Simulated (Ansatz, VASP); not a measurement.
Pb: VASP beside Ansatz

```
CELL_PARAMETERS angstrom
-1.98460 1.98460 1.98460
1.98460 -1.98460 1.98460
1.98460 1.98460 -1.98460
ATOMIC_POSITIONS crystal
Pb 0.00000 0.00000 0.00000
```

Alike in both runs: task single point; functional LDA; k mesh 13 × 13 × 13; occupations fermi-dirac, width 0.1 eV; no spin polarisation.

```csv
,VASP,Ansatz
version,VASP 6.6.1,Ansatz 0.2.0
potentials or method,"VASP PAW LDA potentials, release 64 (Pb_d)","plane waves (420 eV) with PAW, scalar-relativistic"
plane-wave cutoff (eV),520,420
valence electrons in the cell,14,14
```

```tsv
	VASP	Ansatz	Ansatz less VASP
pressure (GPa)	-3.3	-3.3	-0.04
```

Ansatz warned: «pseudo_functional_mismatch».

The runs have no spin-orbit coupling, so splittings on Pb are missing.
